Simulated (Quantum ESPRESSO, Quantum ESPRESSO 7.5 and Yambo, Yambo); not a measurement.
# NaCl (Fm-3m): G0W0 on several meshes in Yambo

Aim: the GW shift of NaCl (Fm-3m) against the k mesh.

Main program and level: Quantum ESPRESSO 7.5 and Yambo 5.3.0; PBE and many-body steps on it, plane waves.

The database entry behind the starting cell differs from later determinations by our own check (an axis about 0.4 % short against later determinations), so it need not match the best structure at ambient conditions.

### Step 1. Set-up

Symmetry: Fm-3m, No. 225, cubic system. Conventional cell: a = 5.620 Å, b = 5.620 Å, c = 5.620 Å, α = 90.00°, β = 90.00°, γ = 90.00°. Nearest to Na lie 6 Cl at 2.81 Å. Nearest to Cl lie 6 Na at 2.81 Å. Farther neighbours and most contacts between anions are not listed.

The cell and positions come from the Crystallography Open Database and are kept as given unless a step says otherwise.

### Step 2. Empty states on the mesh, 4×4×4 mesh, 293 bands

This step: Quantum ESPRESSO 7.5; DFT, PBE, plane waves, norm-conserving pseudopotentials.

The sums over transitions need many empty states on a uniform mesh; this step solves for them.

Contents of pw.in:

```
&control
  calculation = 'nscf'
  prefix = 'x'
  outdir = 'o'
  pseudo_dir = 'pseudo'
/
&system
  ibrav = 0
  nat = 2
  ntyp = 2
  ecutwfc = 76.0
  nbnd = 293
  force_symmorphic = .true.
/
&electrons
  conv_thr = 1e-9
  electron_maxstep = 80
  diago_full_acc = .true.
  diago_thr_init = 5e-6
/
ATOMIC_SPECIES
  Na 22.99 Na.upf
  Cl 35.45 Cl.upf
CELL_PARAMETERS angstrom
  0.0000000000 2.8100000000 2.8100000000
  2.8100000000 0.0000000000 2.8100000000
  2.8100000000 2.8100000000 0.0000000000
ATOMIC_POSITIONS crystal
  Na 0.0000000000 0.0000000000 0.0000000000
  Cl 0.5000000000 0.5000000000 0.5000000000
K_POINTS automatic
  4 4 4 0 0 0
```

Launch:

```bash
OMP_NUM_THREADS=1 mpirun -n 8 pw.x -nk 4 -in pw.in > pw.out
```

The log of the run:

```text
Program PWSCF v.7.5 starts

     This program is part of the open-source Quantum ESPRESSO suite
     for quantum simulation of materials; please cite
         "P. Giannozzi et al., J. Phys.:Condens. Matter 21 395502 (2009);
         "P. Giannozzi et al., J. Phys.:Condens. Matter 29 465901 (2017);
         "P. Giannozzi et al., J. Chem. Phys. 152 154105 (2020);
     in publications or presentations arising from this work. More details at

     Atomic positions and unit cell read from directory:
     o/x.save/

     Message from routine setup:
[...]
69.5175  71.8813  73.2719  73.9650  73.9650  77.1529  77.1529  77.3871
     [... 25 further rows ...]
   193.3504 193.3504 194.2685 194.5029 194.5029 194.9250 197.8770 198.1633
   198.1633 198.3361 198.3361 198.3558 198.8347

          k = 0.3536 0.0000 0.0000 (  3359 PWs)   bands (ev):

     [... further k-points ...]

     highest occupied, lowest unoccupied level (ev):     1.1413    6.2911

     XML data file, pseudopotentials, collected wavefunctions

=------------------------------------------------------------------------------=
   JOB DONE.
=------------------------------------------------------------------------------=
```

Run time: 14 s. Hardware: 8 MPI ranks of Intel Xeon Platinum 8488C (Sapphire Rapids), shared host; peak memory 0.85 GiB; 1.8 min of CPU time.

This step gave:

```yaml
gap: 5.150 eV
k_of_the_valence_top: 0, 0, 0
k_of_the_conduction_bottom: 0, 0, 0
least_direct_gap: 5.150 eV
k_points_computed: 8
lowest_point_of_the_top_converged_band_above_the_valence_top: 190.7747 eV
```

On this mesh the gap is 5.150 eV.

The density comes from a self-consistent run that is not shown.

### Step 3. Conversion and set-up

This step: Yambo 5.3.0; conversion and set-up on PBE, plane waves, norm-conserving pseudopotentials.

The states are converted to the many-body program's format and the q mesh is built.

Launch:

```bash
(cd o/x.save; p2y > p2y.log; mv SAVE ../..); yambo > setup.log
```

The log of the run:

```text
 Yambo, version 5.3.0

 [02] CORE Variables Setup
 =========================

  [02.01] Unit cells
  ==================

  Cell kind             :  FCC
  Atoms in the cell     :  Na  Cl
  number of Na atoms    :  1
  number of Cl atoms    :  1

  List of atomic masses
  Mass of Na    :  22.99000
  Mass of Cl    :  35.45000

  List of atomic coordinates    : [cc]
  Na1       :  0.000000  0.000000  0.000000  order 1
  Cl1       :  5.310130  5.310130  5.310130  order 2

  Alat factors          :  5.310130  5.310130  5.310130 [a.u.]
  Direct lattice volume :  299.4646 [a.u.]
[...]
==========================================

 IBZ Q-points                                      :   8
 BZ  Q-points                                      :   64

 K/Q-points units:
 rlu = crystal or reduced units; cc = cartesian coordinates; iku = interal k-units

 Q [1]          [rlu]:  0.000000  0.000000  0.000000
 Q [2]          [rlu]:  0.30764E-17  0.30764E-17  0.25000
 Q [3]          [rlu]: -0.61529E-17 -0.61529E-17 -0.50000
[...]
Q [7]          [rlu]:  0.31603E-17 -0.50000     -0.50000
 Q [8]          [rlu]:  0.250000 -0.500000 -0.250000

  [03.01] X indexes
  =================

   [03.01.01] Sigma indexes
   ========================

 [06] Game Over & Game summary
```

Elapsed: 2.5 s, on 1 MPI rank; peak memory 0.25 GiB.

### Step 4. 4×4×4

Now the one-shot GW correction: screening in the RPA, then the self-energy of the levels asked for.

This step: G0W0 on PBE, plane waves, norm-conserving pseudopotentials.

Contents of gw2.in:

```
HF_and_locXC
gw0
dyson
ppa
em1d
rim_cut
RandQpts= 1000000
RandGvec= 1 RL
EXXRLvcs= 76 Ry
VXCRLvcs= 304 Ry
Chimod= "HARTREE"
% BndsRnXp
 1 | 124 |
%
NGsBlkXp= 10.5 Ry
% LongDrXp
 1 | 1 | 1 |
%
% GbndRnge
 1 | 124 |
%
DysSolver= "n"
ExtendOut
PPAPntXp= 27.21138 eV
% QPkrange
 1 | 1 | 7 | 10 |
%
```

Launch:

```bash
OMP_NUM_THREADS=1 mpirun -n 8 yambo -F gw2.in -J gw2 -C gw2 > gw2.log
```

The log of the run:

```text
 Yambo, version 5.3.0

 [02] CORE Variables Setup
 =========================

  [... cell, symmetries and grids as in the set-up ...]

  [02.05] Energies & Occupations
  ==============================

  [X] === General ===
  [X] Electronic Temperature                        :  0.000000  0.000000 [eV K]
  [X] Bosonic    Temperature                        :  0.000000  0.000000 [eV K]
  [X] Finite Temperature mode                       : no
  [X] El. density                                   :  0.36055E+24 [cm-3]
  [X] Fermi Level                                   :  1.141326 [eV]

  [X] === Gaps and Widths ===
  [X] Conduction Band Min                           :  5.149758 [eV]
  [X] Valence Band Max                              :  0.000000 [eV]
  [X] Filled Bands                                  :   8
  [X] Empty Bands                                   :    9  293
  [X] Direct Gap                                    :  5.149758 [eV]
  [X] Direct Gap localized at k                     :  1
  [X] Indirect Gap                                  :  5.149758 [eV]
  [X] Indirect Gap between kpts                     :  1  1
  [X] Last valence band width                       :  0.763888 [eV]
  [X] 1st conduction band width                     :  3.695208 [eV]

 [03] Transferred momenta grid and indexing
 ==========================================

 IBZ Q-points                                      :   8
 BZ  Q-points                                      :   64

 K/Q-points units:
 rlu = crystal or reduced units; cc = cartesian coordinates; iku = interal k-units

 Q [1]          [rlu]:  0.000000  0.000000  0.000000
 Q [2]          [rlu]:  0.30764E-17  0.30764E-17  0.25000
 Q [3]          [rlu]: -0.61529E-17 -0.61529E-17 -0.50000
 Q [4]          [rlu]: -0.15802E-17  0.25000      0.25000
 Q [5]          [rlu]: -0.19398E-16  0.25000      0.50000
 Q [6]          [rlu]: -0.61529E-17  0.25000     -0.25000
 Q [7]          [rlu]:  0.31603E-17 -0.50000     -0.50000
 Q [8]          [rlu]:  0.250000 -0.500000 -0.250000

 [04] Coloumb potential Random Integration (RIM)
 ===============================================

  [04.01] RIM initialization
  ==========================

  * Diagonal components only detected *

  8 x (sBL volume)        :  0.103539 [a.u.]
  sBZ random points       :  1000000
  Points outside the sBZ  :   7968281
  RL volume               :  0.828312 [a.u.]
  Integrated volume       :  0.831609 [a.u.]

  [04.02] RIM integrals
  =====================

  Gamma point sphere radius             :  0.085176 [a.u.]
  Points outside the sphere             :   800476
  [Int_sBZ(q=0) 1/q^2]*(Vol_sBZ)^(-1/3) =:  7.776341
                                 should be <:  7.795600

  Summary of Coulomb integrals for non-metallic bands |Q|[au] RIM/Bare

  Q [1] 0.100000E-4 0.997530 * Q [2] 0.256180 1.067779
  Q [4] 0.295811 1.067204 * Q [6] 0.418340 1.030488
  Q [5] 0.490547 1.022568 * Q [3] 0.512360 1.021209
  Q [7] 0.591623 1.017560 * Q [8] 0.661454 1.014308

 [WARNING] [Xp] User bands 1-124 break level degeneracy

 [05] Dipoles
 ============

  [05.01] Setup: observables and procedures
  =========================================

 [06] Dynamic Dielectric Matrix (PPA)
 ====================================

 [SLK-Inversion]  Pools        :  2
 [SLK-Inversion]  BLACS grid   :  2  2

 [WR./gw2//ndb.pp]---------------------------------------------------------------
  Brillouin Zone Q/K grids (IBZ/BZ)                :    8   64    8   64
  RL vectors                                       :   4111 [WF]
  Coulomb cutoff potential                         : none
  Electronic Temperature                           :  0.000000 [K]
  Bosonic    Temperature                           :  0.000000 [K]
  PPA    diel. fun.  energies                      : Perdew, Burke & Ernzerhof(X)+Perdew, Burke & Ernzerhof(C)
  wavefunctions                                    : Perdew, Burke & Ernzerhof(X)+Perdew, Burke & Ernzerhof(C)
  Global Gauge                                     : length
  X matrix size                                    :  181
  X band range                                     :    1  124
  X e/h energy range                               : -1.000000 -1.000000 [eV]
  X Time ordering                                  : R
  X Hxc Kernel                                     : HARTREE
  X Drude frequency                                :  0.000000  0.000000
  X poles                                          :  100.0000 [o/o]
  RL vectors in the sum                            :   4111
  [r,Vnl] included                                 : yes
  Field direction                                  :  0.577350E-5  0.577350E-5  0.577350E-5
  BZ energy Double Grid                            : no
  BZ energy DbGd points                            : 0
  BZ Q point size factor                           : -1.000000
  X Optical Averaged directions                    : none

 [07] Local Exchange-Correlation + Non-Local Fock
 ================================================

 [VXC] Plane waves :  26813
 [EXS] Plane waves :   3479

 QP @ state[ 1 ] K range:  1  1
 QP @ state[ 1 ] b range:   7  10

 [xc] Functional : Perdew, Burke & Ernzerhof(X)+Perdew, Burke & Ernzerhof(C)
 [xc] LIBXC used to calculate xc functional
  PP Number of Atomic Species                      :  2
  NLCC RL compoments                               :  26813
  PP Number of Atomic Species                      :  2
  NLCC RL compoments                               :  26813

 [xc] E_xc :  -9.855421 [Ha]
      E_xc :  -19.71084 [Ry]

  Local XC kind (lXC) : Perdew, Burke & Ernzerhof(X)+Perdew, Burke & Ernzerhof(C)
  Non-Local XC kind (nlXC) : Hartree-Fock

  Corrections @ K [1] :  [eV]
 <7|nlXC|7> = -18.89293 -0.83726E-17 <7|lXC|7> = -14.49345  0.000000
 <8|nlXC|8> = -18.89288  0.95099E-18 <8|lXC|8> = -14.49345 -0.75527E-15
 <9|nlXC|9> = -4.202672  0.35292E-17 <9|lXC|9> = -8.177510  0.000000
 <10|nlXC|10> = -3.619820 -0.17133E-18 <10|lXC|10> = -8.376304  0.000000

 [08] Dyson equation: Newton solver
 ==================================

  [08.01] G0W0 (W PPA)
  ====================

  [  GW  ] Bands range     :    1  124
  [GW/PPA] G damping       :  0.100000 [eV]

  QP @ state[ 1 ] K range:  1  1
  QP @ state[ 1 ] b range:   7  10

   Sc/G bands                                       :    1  124
   Sc/G damping                                     :  0.100000 ev
   Sc bands terminator                              : no
   Sx RL components                                 :   3479

   QP @ state[ 1 ] K range                          :  1  1
   QP @ state[ 1 ] b range                          :   7  10
   GF energies kind                                 : Perdew, Burke & Ernzerhof(X)+Perdew, Burke & Ernzerhof(C)
   GF WF`s kind                                     : Perdew, Burke & Ernzerhof(X)+Perdew, Burke & Ernzerhof(C)
   Xs energies kind                                 : Perdew, Burke & Ernzerhof(X)+Perdew, Burke & Ernzerhof(C)
   Xs WF`s kind                                     : Perdew, Burke & Ernzerhof(X)+Perdew, Burke & Ernzerhof(C)

 [11] Game Over & Game summary
```

Run time: 26 s. Hardware: 8 MPI ranks; peak memory 3.1 GiB.

This step gave:

```yaml
g0w0_gap_on_the_points_computed: 8.054 eV
starting_gap_on_the_mesh: 5.150 eV
k_of_the_valence_top: 0, 0, 0
k_of_the_conduction_bottom: 0, 0, 0
least_direct_g0w0_gap_on_the_computed_points: 8.054 eV
z_at_the_valence_top: 0.8159
z_at_the_conduction_bottom: 0.8681
```

The gap on the mesh goes from 5.15 eV to 8.05 eV, a correction of +2.90 eV.

### Step 5. Empty states on the mesh, 2×2×2 mesh, 124 bands

This step: Quantum ESPRESSO 7.5; DFT, PBE, plane waves, norm-conserving pseudopotentials.

Changes to pw.in since step 2:

```diff
@@ -11,3 +11,3 @@
   ecutwfc = 76.0
-  nbnd = 293
+  nbnd = 124
   force_symmorphic = .true.
@@ -31,2 +31,2 @@
 K_POINTS automatic
-  4 4 4 0 0 0
+  2 2 2 0 0 0
```

Launch:

```bash
OMP_NUM_THREADS=1 mpirun -n 8 pw.x -nk 4 -in pw.in > pw.out
```

The log of the run:

```text
[banner, memory and clock lines left out]
Program PWSCF v.7.5 starts

     Atomic positions and unit cell read from directory:
     o/x.save/

     Message from routine setup:
     using ibrav=0 with symmetry is DISCOURAGED, use correct ibrav instead

     Message from routine divide_et_impera:
     suboptimal parallelization: some nodes have no k-points

     bravais-lattice index     =            0
     lattice parameter (alat)  =       7.5097  a.u.
     unit-cell volume          =     299.4646 (a.u.)^3
     number of atoms/cell      =            2
[...]
101.9318 104.0991 106.7742 109.2561

          k =-0.3536-0.3536 0.3536 (  3354 PWs)   bands (ev):

[...]
[... 4 further rows ...]
[...]
103.5737 103.9155 104.3262 107.5787

          k =-0.7071 0.0000 0.0000 (  3338 PWs)   bands (ev):

[...]
73.5413  74.3820  74.5548  74.5548  75.5931  75.9152  77.0276  77.6332
     [... 4 further rows ...]
    99.1294  99.2672  99.2672  99.6235 100.0427 102.2851 103.1315 103.1315
   103.8745 103.8745 104.4179 109.7809

     highest occupied, lowest unoccupied level (ev):     1.1413    6.2911

     XML data file, pseudopotentials, collected wavefunctions
```

Elapsed: 3.4 s, on 8 MPI ranks; peak memory 0.52 GiB.

This step gave:

- gap: 5.150 eV
- k of the valence top: 0, 0, 0
- k of the conduction bottom: 0, 0, 0
- least direct gap: 5.150 eV
- k points computed: 3
- lowest point of the top converged band, above the valence top: 106.4374 eV

On this mesh the gap is 5.150 eV.

(Continued in part 2 of 2.)

[Paths, hosts, dates, memory and timing lines, banners, echoed tables and standing remarks are left out of the program output.]

[Logs are printed without paths, hosts, clocks, repeated set-up lines and the standing remarks that a program may print on its own settings, such as how far it seeks lower states.]

[Runs of the session that timed out or met a known fault of the program may be left out.]

[Hosts, paths, dates, database ids (printed as entryN), source tags and the programs' standing remarks are cut or masked in the printed files.]
